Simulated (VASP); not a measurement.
# InP (F-43m) in VASP: notebook

The runs below take InP through single point, with PBEsol, PBE0.

Program: VASP 6.6.1. These are calculated values, not measurements. Logs are shortened: lines on timing, memory, paths and dates and some standing lists are left out, and cuts for length are marked.

**Experimental background.**

From a printed reference work, data compilation, for a bulk crystal of InP at 1.6 K: band gap 1.4236 eV (direct).

The results are compared with them further down.

## 1. The cell of the first run

The structure is cubic, space group F-43m (No. 216). The conventional cell has a = 5.908 Å, b = 5.908 Å, c = 5.908 Å, α = 90.00°, β = 90.00°, γ = 90.00°. In (site symmetry -43m) has 4 P at 2.56 Å within 3.4 Å. P (site symmetry -43m) has 4 In at 2.56 Å within 3.4 Å.

## 2. Single point, PBEsol

File INCAR:

```
SYSTEM = InP
PREC     = Accurate       ! precision mode
ENCUT    = 500            ! plane-wave cutoff, eV
EDIFF    = 1E-6           ! SCF threshold, eV
ISMEAR   = 0              ! smearing method
SIGMA    = 0.01           ! smearing width, eV
LREAL    = .FALSE.        ! projectors in reciprocal space
LASPH    = .TRUE.         ! aspherical terms in the spheres
NELM     = 120            ! most SCF steps
ALGO     = Normal         ! electronic algorithm
ISIF     = 2              ! what is computed and relaxed
LWAVE    = .FALSE.        ! write WAVECAR
LCHARG   = .FALSE.        ! write CHGCAR
GGA      = PS             ! functional
NBANDS   = 16             ! bands
GGA_COMPAT= .FALSE.
```

File KPOINTS:

```
Automatic mesh
0
G
  6 6 6
  0 0 0
```

File POSCAR:

```
InP
1.0
    0.0000000000      2.9538133435      2.9538133435
    2.9538133435      0.0000000000      2.9538133435
    2.9538133435      2.9538133435      0.0000000000
In P
1 1
Direct
    0.0000000000      0.0000000000      0.0000000000
    0.2500000000      0.2500000000      0.2500000000
```

Potentials or basis: VASP PAW PBE potentials, release 64 (In_d, P).

On the command line:

```
$ cat potpaw_PBE.64/In_d/POTCAR potpaw_PBE.64/P/POTCAR > POTCAR
$ mpirun -np 1 vasp_std > vasp.out
```

OUTCAR:

```text
SYSTEM = InP
   PREC = Accurate
   ENCUT = 500
   EDIFF = 1E-6
   ISMEAR = 0
   LREAL = .FALSE.
   LASPH = .TRUE.
   NELM = 120
   ISIF = 2
   GGA = PS

 ion  position               nearest neighbor table
   1  0.000  0.000  0.000-   2 2.56   2 2.56   2 2.56   2 2.56
   2  0.250  0.250  0.250-   1 2.56   1 2.56   1 2.56   1 2.56

  LATTYP: Found a face centered cubic cell.
 ALAT       =     5.9076266870

  Lattice vectors:

 A1 = (   0.0000000000,   2.9538133435,   2.9538133435)
 A2 = (   2.9538133435,   0.0000000000,   2.9538133435)
 A3 = (   2.9538133435,   2.9538133435,   0.0000000000)

Analysis of symmetry for initial positions (statically):
=====================================================================
 Subroutine PRICEL returns:
 Original cell was already a primitive cell.

 Routine SETGRP: Setting up the symmetry group for a
 face centered cubic supercell.

 Subroutine GETGRP returns: Found 24 space group operations
 (whereof 24 operations were pure point group operations)
 out of a pool of 48 trial point group operations.

The static configuration has the point symmetry T_d .

Analysis of symmetry for dynamics (positions and initial velocities):
=====================================================================
 Subroutine PRICEL returns:
 Original cell was already a primitive cell.

 Routine SETGRP: Setting up the symmetry group for a
 face centered cubic supercell.

 Subroutine GETGRP returns: Found 24 space group operations
 (whereof 24 operations were pure point group operations)
 out of a pool of 48 trial point group operations.

The dynamic configuration has the point symmetry T_d .

 Subroutine INISYM returns: Found 24 space group operations
 (whereof 24 operations are pure point group operations),
 and found     1 'primitive' translations

----------------------------------------------------------------------------------------

                                     Primitive cell

  volume of cell :      51.5441

  direct lattice vectors                    reciprocal lattice vectors
     0.000000000  2.953813343  2.953813343    -0.169272714  0.169272714  0.169272714
     2.953813343  0.000000000  2.953813343     0.169272714 -0.169272714  0.169272714
     2.953813343  2.953813343  0.000000000     0.169272714  0.169272714 -0.169272714

  length of vectors
     4.177322891  4.177322891  4.177322891     0.293188940  0.293188940  0.293188940

  position of ions in fractional coordinates (direct lattice)
     0.000000000  0.000000000  0.000000000
     0.250000000  0.250000000  0.250000000

  ion indices of the primitive-cell ions
   primitive index   ion index
                 1           1
                 2           2

----------------------------------------------------------------------------------------

 KPOINTS: Automatic mesh

Automatic generation of k-mesh.
 Grid dimensions read from file:
 generate k-points for:    6    6    6

 Generating k-lattice:

  Cartesian coordinates                     Fractional coordinates (reciprocal lattice)
    -0.028212119  0.028212119  0.028212119     0.166666667  0.000000000  0.000000000
     0.028212119 -0.028212119  0.028212119     0.000000000  0.166666667  0.000000000
     0.028212119  0.028212119 -0.028212119     0.000000000  0.000000000  0.166666667

  Length of vectors
     0.048864823  0.048864823  0.048864823

  Shift w.r.t. Gamma in fractional coordinates (k-lattice)
     0.000000000  0.000000000  0.000000000

 Subroutine IBZKPT returns following result:
 ===========================================

 Found     16 irreducible k-points:

 Following reciprocal coordinates:
            Coordinates               Weight
  0.000000  0.000000  0.000000      1.000000
  0.166667  0.000000  0.000000      8.000000
  0.333333  0.000000  0.000000      8.000000
  0.500000  0.000000  0.000000      4.000000
  0.166667  0.166667  0.000000      6.000000
  0.333333  0.166667  0.000000     24.000000
[... 8 lines left out ...]
 -0.333333  0.333333  0.166667     24.000000
 -0.333333  0.500000  0.166667     12.000000
   k-points           NKPTS =     16   k-points in BZ     NKDIM =     16   number of bands    NBANDS=     16
   number of dos      NEDOS =    301   number of ions     NIONS =      2
   total plane-waves  NPLWV =  27000
   dimension x,y,z NGX =    30 NGY =   30 NGZ =   30
   dimension x,y,z NGXF=    60 NGYF=   60 NGZF=   60
   ions per type =               1   1
   NGX,Y,Z   is equivalent  to a cutoff of  11.94, 11.94, 11.94 a.u.
   NGXF,Y,Z  is equivalent  to a cutoff of  23.88, 23.88, 23.88 a.u.
 SYSTEM =  InP
   PREC   = accura    normal or accurate (medium, high low for compatibility)
   ISTART =      0    job   : 0-new  1-cont  2-samecut
   ICHARG =      2    charge: 1-file 2-atom 10-const
   ISPIN  =      1    spin polarized calculation?
   LNONCOLLINEAR =      F non collinear calculations
   LSORBIT =      F    spin-orbit coupling
   LASPH  =      T    aspherical Exc in radial PAW
   ENCUT  =  500.0 eV  36.75 Ry    6.06 a.u.   7.62  7.62  7.62*2*pi/ulx,y,z
   NELM   =    120;   NELMIN=  2; NELMDL= -5     # of ELM steps
   EDIFF  = 0.1E-05   stopping-criterion for ELM
   LREAL  =      F    real-space projection
   EDIFFG = 0.1E-04   stopping-criterion for IOM
   NSW    =      0    number of steps for IOM
   IBRION =     -1    ionic relax: 0-MD 1-quasi-New 2-CG
   NFREE  =      0    steps in history (QN), initial steepest desc. (CG)
   ISIF   =      2    stress and relaxation
   ISYM   =      2    0-nonsym 1-usesym 2-fastsym
   POTIM  = 0.5000    time-step for ionic-motion
   TEBEG  =    0.0;   TEEND  =   0.0 temperature during run
   PSTRESS=    0.0 pullay stress
   NELECT =      18.0000    total number of electrons
   NUPDOWN=      -1.0000    fix difference up-down
   EMIN   =  10.00;   EMAX   =-10.00  energy-range for DOS
   EFERMI =   0.00;   METHOD = LEGACY
   ISMEAR =     0;   SIGMA  =   0.01  broadening in eV -4-tet -1-fermi 0-gaus
   EFERMI_NEDOS =   21; number of points for ismear=-14 and -15
   IALGO  =     38    algorithm
   IMIX   =      4    mixing-type and parameters
     AMIX     =   0.40;   BMIX     =  1.00
     AMIX_MAG =   1.60;   BMIX_MAG =  1.00
  volume/ion in A,a.u.               =      25.77       173.92
  Fermi-wavevector in a.u.,A,eV,Ry     =   1.152850  2.178570 18.082986  1.329062
  Thomas-Fermi vector in A             =   2.289498
   LORBIT       =      0    0 simple, 1 ext, 2 COOP (PROOUT), +10 PAW based schemes
   GGA     = PS    functional components
   LHFCALC =     F    Hartree Fock is set to
   AEXX    =    0.0000 exact exchange contribution
   IVDW    =     0    specifies the selected vdW correction
   LEPSILON=     F    determine dielectric tensor
   LRPA    =     F    only Hartree local field effects (RPA)
 non-spin polarized calculation
 Gauss-broadening in eV      SIGMA  =   0.01
  energy-cutoff  :      500.00
  volume of cell :       51.54
 maximum number of plane-waves:      1363
   NGX = 15   NGY = 15   NGZ = 15

 number of electron      17.9999996 magnetization

 Free energy of the ion-electron system (eV)
  ---------------------------------------------------
  ext. energy  EPLUGINS =         0.00000000
  ---------------------------------------------------
  free energy    TOTEN  =        -9.14077466 eV

  energy without entropy =       -9.14077466  energy(sigma->0) =       -9.14077466

 E-fermi :   4.9381     XC(G=0):  -9.3723

 val. band max:        4.8416067171   @ k =   0.0000   0.0000   0.0000
 cond. band min:       5.3260792836   @ k =   0.0000   0.0000   0.0000
 fundamental gap:      0.4844725665
 Fermi energy:         4.9381009198

 k-point     1 :       0.0000    0.0000    0.0000
  band No.  band energies     occupation
      1      -9.2689      2.00000
      2      -9.2689      2.00000
      3      -9.2689      2.00000
      4      -9.1263      2.00000
      5      -9.1263      2.00000
      6      -6.5459      2.00000
[... 8 lines left out ...]
     15      14.2286      0.00000
     16      14.2286      0.00000

 k-point     2 :       0.1667    0.0000    0.0000
  band No.  band energies     occupation
      1      -9.2983      2.00000
      2      -9.2572      2.00000
      3      -9.2572      2.00000
      4      -9.1258      2.00000
      5      -9.1258      2.00000
      6      -6.2415      2.00000
[... 8 lines left out ...]
     15      13.3742      0.00000
     16      14.0426      0.00000

 k-point     3 :       0.3333    0.0000    0.0000
  band No.  band energies     occupation
      1      -9.3532      2.00000
      2      -9.2387      2.00000
      3      -9.2387      2.00000
      4      -9.1198      2.00000
      5      -9.1198      2.00000
      6      -5.4561      2.00000
[... 8 lines left out ...]
     15      13.8404      0.00000
     16      13.8404      0.00000

 k-point     4 :       0.5000    0.0000    0.0000
  band No.  band energies     occupation
      1      -9.3792      2.00000
      2      -9.2325      2.00000
      3      -9.2325      2.00000
      4      -9.1136      2.00000
      5      -9.1136      2.00000
      6      -4.8730      2.00000
[... 8 lines left out ...]
     15      15.3891      0.00000
     16      15.3891      0.00000
[... 172 lines left out ...]
 k-point    14 :       0.5000    0.3333    0.1667
  band No.  band energies     occupation
      1      -9.3918      2.00000
      2      -9.2181      2.00000
      3      -9.2006      2.00000
      4      -9.1445      2.00000
      5      -9.1091      2.00000
      6      -4.8437      2.00000
[... 8 lines left out ...]
     15      15.7528      0.00000
     16      16.4415      0.00000

 k-point    15 :      -0.3333    0.3333    0.1667
  band No.  band energies     occupation
      1      -9.4008      2.00000
      2      -9.2186      2.00000
      3      -9.1905      2.00000
      4      -9.1394      2.00000
      5      -9.1137      2.00000
      6      -4.3784      2.00000
[... 8 lines left out ...]
     15      15.7391      0.00000
     16      16.2781      0.00000

 k-point    16 :      -0.3333    0.5000    0.1667
  band No.  band energies     occupation
      1      -9.4193      2.00000
      2      -9.2015      2.00000
      3      -9.1784      2.00000
      4      -9.1529      2.00000
      5      -9.1058      2.00000
      6      -4.1796      2.00000
[... 8 lines left out ...]
     15      15.9887      0.00000
     16      16.6583      0.00000

------------------------ aborting loop because EDIFF is reached ----------------------------------------

  FORCE on cell =-STRESS in cart. coord.  units (eV):
  Direction    XX          YY          ZZ          XY          YZ          ZX
  --------------------------------------------------------------------------------------
  -------------------------------------------------------------------------------------
  Total       -0.3166524     -0.3166524     -0.3166524      0.0000000      0.0000000     -0.0000000
  in kB       -9.8426996     -9.8426996     -9.8426996      0.0000000      0.0000000     -0.0000000
  external PRESSURE =      -9.8426996 kB  Pullay stress =       0.0000000 kB

 VOLUME and BASIS-vectors are now :
 -----------------------------------------------------------------------------
  energy-cutoff  :      500.00
  volume of cell :       51.54
      direct lattice vectors                 reciprocal lattice vectors
     0.000000000  2.953813343  2.953813343    -0.169272714  0.169272714  0.169272714
     2.953813343  0.000000000  2.953813343     0.169272714 -0.169272714  0.169272714
     2.953813343  2.953813343  0.000000000     0.169272714  0.169272714 -0.169272714

 POSITION                                       TOTAL-FORCE (eV/Angst)
 -----------------------------------------------------------------------------------
      0.00000      0.00000      0.00000         0.000000      0.000000      0.000000
      1.47691      1.47691      1.47691        -0.000000     -0.000000     -0.000000
 -----------------------------------------------------------------------------------
    total drift:                                0.000000      0.000000     -0.000000

  FREE ENERGIE OF THE ION-ELECTRON SYSTEM (eV)
  ---------------------------------------------------
  free  energy   TOTEN  =        -9.1407746577 eV

  energy  without entropy=       -9.1407746577  energy(sigma->0) =       -9.14077466
```

Run time: 13 s. Hardware: 1 thread of Intel Xeon Platinum 8375C at 2.90GHz (Ice Lake), shared host; peak memory 0.17 GiB.

What came out:

```
Free energy            : -9.1408 eV
Pressure               : -1.0 GPa
Band gap on the k mesh : 0.48 eV
```

Levels at points of the mesh, in eV from the valence-band top:
| k point | band 5 | band 6 | band 7 | band 8 | band 9 | band 10 | band 11 | band 12 | band 13 | band 14 |
| --- | --- | --- | --- | --- | --- | --- | --- | --- | --- | --- |
| (0.00, 0.00, 0.00) | -13.97 | -11.39 | 0.00 | 0.00 | 0.00 | 0.48 | 4.01 | 4.01 | 4.01 | 8.24 |
| (0.50, 0.00, 0.00) | -13.96 | -9.71 | -5.68 | -0.95 | -0.95 | 1.34 | 4.73 | 4.73 | 6.90 | 9.20 |
| (0.50, 0.50, 0.00) | -13.94 | -9.08 | -5.72 | -2.28 | -2.28 | 1.67 | 2.16 | 8.95 | 9.37 | 9.37 |

Caveat: semilocal functionals underestimate gaps, and a narrow one can read as zero; the PAW data sets were made with another functional, which shifts forces and pressure a little; spin-orbit coupling is left out, which moves the levels of the heavy elements.

## 3. Single point, PBE0

POSCAR is that of step 2.

File INCAR.step1:

```
PREC     = Accurate       # precision mode
ENCUT    = 400            # plane-wave cutoff, eV
EDIFF    = 1E-5           # SCF threshold, eV
ISMEAR   = 0              # smearing method
SIGMA    = 0.01           # smearing width, eV
LREAL    = False          # projectors in reciprocal space
LASPH    = True           # aspherical terms in the spheres
NELM     = 120            # most SCF steps
ALGO     = Normal         # electronic algorithm
ISIF     = 2              # what is computed and relaxed
LWAVE    = True           # write WAVECAR
LCHARG   = False          # write CHGCAR
NBANDS   = 16             # bands
GGA      = PE             # functional
GGA_COMPAT= False
```

File INCAR.step2:

```
PREC     = Accurate       # precision mode
ENCUT    = 400            # plane-wave cutoff, eV
EDIFF    = 1E-6           # SCF threshold, eV
ISMEAR   = 0              # smearing method
SIGMA    = 0.01           # smearing width, eV
LREAL    = False          # projectors in reciprocal space
LASPH    = True           # aspherical terms in the spheres
NELM     = 120            # most SCF steps
ALGO     = Normal         # electronic algorithm
ISIF     = 2              # what is computed and relaxed
LWAVE    = False          # write WAVECAR
LCHARG   = False          # write CHGCAR
GGA      = PE             # functional
LHFCALC  = True           # exact exchange
AEXX     = 0.25           # exact-exchange fraction
PRECFOCK = Normal       
NBANDS   = 16             # bands
ISTART   = 1            
GGA_COMPAT= False
```

File KPOINTS:

```
Automatic mesh
0
Gamma
  4 4 4
```

Potentials or basis: VASP PAW PBE potentials, release 64 (In_d, P).

On the command line:

```
$ cat potpaw_PBE.64/In_d/POTCAR potpaw_PBE.64/P/POTCAR > POTCAR
$ cp INCAR.step1 INCAR
$ mpirun -np 1 vasp_std > vasp.out
$ cp INCAR.step2 INCAR
$ mpirun -np 1 vasp_std > vasp.out
```

Wall time 5.6 min (1 thread of Intel Xeon Platinum 8375C at 2.90GHz (Ice Lake), shared host); peak memory 0.16 GiB.

The run converged. Its results:

```
Free energy            : -10.8408 eV
Pressure               : -0.5 GPa
Band gap on the k mesh : 2.10 eV
```

Levels at points of the mesh, in eV from the valence-band top:
```
           k point  band 6  band 7  band 8  band 9  band 10  band 11  band 12  band 13
(0.00, 0.00, 0.00)  -12.62    0.00    0.00    0.00     2.10     5.65     5.65     5.65
(0.50, 0.00, 0.00)  -10.82   -6.17   -1.03   -1.03     2.93     6.39     6.39     8.72
(0.50, 0.50, 0.00)  -10.13   -6.19   -2.48   -2.48     3.12     3.73    11.03    11.51
```

Caveat: the k points lie up to 0.46 Å⁻¹ apart; the PAW data sets were made with another functional, which shifts forces and pressure a little; spin-orbit coupling is left out, which moves the levels of the heavy elements.

## 4. Comparison with measurements

Step 2. Against the measured gap of InP, 1.4236 eV (direct; 1.6 K; a printed reference work, data compilation), the calculated 0.48 eV is off by -0.94 eV. Spin-orbit coupling on In is left out. The value is that of PBEsol, without temperature or zero-point motion. Semilocal functionals fall short of measured gaps as a rule.
